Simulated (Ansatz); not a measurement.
# Ge: substituted relatives

One table from this session's results is given with a row withheld; the runs are named, their logs left out.

Computed with Ansatz 0.2.0 (DFT PBEsol, scalar-relativistic, plane waves, PAW, unless a step's input says otherwise).

## The system as given

It takes space group P6_3/mmc (No. 194, hexagonal). Conventional cell: a = 3.997 Å, b = 3.997 Å, c = 6.596 Å, α = 90.00°, β = 90.00°, γ = 120.00°. Ge (site symmetry 3m) is surrounded by 4 Ge at 2.45 to 2.47 Å.

Coordinates:

```
Ge
1.0
     3.99697    0.00000    0.00000
    -1.99848    3.46148    0.00000
     0.00000    0.00000    6.59637
Ge
4
Direct
  0.66667 0.33333 0.06291
  0.33333 0.66667 0.56291
  0.66667 0.33333 0.43709
  0.33333 0.66667 0.93709
```

It goes back to an entry of the Materials Project, which need not be the stable form.

It is the result of an earlier relaxation at this level (volume 22.82 Å³/atom; gap on the mesh: none (metal)).

The first run:

File input.yaml:

```yaml
crystal:
  lattice:
    - [5.1696394067, 0.0, 0.0]
    - [-2.5848197034, 4.4770390546, 0.0]
    - [0.0, 0.0, 8.5316745913]
  atoms:
    - { symbol: Hf, position: [0.6666666667, 0.3333333333, 0.0629118566] }
    - { symbol: Hf, position: [0.3333333333, 0.6666666667, 0.5629118566] }
    - { symbol: Hf, position: [0.6666666667, 0.3333333333, 0.4370881434] }
    - { symbol: Hf, position: [0.3333333333, 0.6666666667, 0.9370881434] }
basis:
  ecutwfc: 420
kpoints:
  mp_grid: { grid: [6, 6, 2] }
hamiltonian:
  xc: pbesol
scf:
  occupations: { method: gaussian, width: 0.1 }
output:
  forces: true
  stress: true
  eigenvalues: true
```

The run is started by

```sh
> ansatz run input.yaml --threads 1 --pin off --max-ram 2560MiB --backend cpu --events-out ev --progress --plain --runs-dir out
```

Steps of the session up to this table: Probe: one point at the start (Hf); Coarse relaxation (Hf); The relaxation (Hf); Probe: one point at the start (Ru); Coarse relaxation (Ru); Relaxing cell and atoms (Ru).

One table of the session follows, with a row left open; its other results are not shown here.

Lengths are those of the vectors of the cell that was run:

```
   swap  volume (Å³/atom)  a (Å)  b (Å)  c (Å)
   none             22.82  3.997  3.997  6.596
Ge → Ti                 ?      ?      ?      ?
 Ge → C              5.63  2.499  2.499  4.161
Ge → Hf             29.50  4.983  4.983  5.487
Ge → Ru             18.96  3.996  3.996  5.484
```

Q: Estimate the row for Ge → Ti from the others.

**Answer.** volume (Å³/atom): 22.54; a (Å): 4.683; b (Å): 4.683; c (Å): 4.747. In the column «volume (Å³/atom)» it lies between Ge → Ru (18.96) and none (22.82).

Lengths are those of the computed cell. Rows of earlier swaps come from the sessions before.
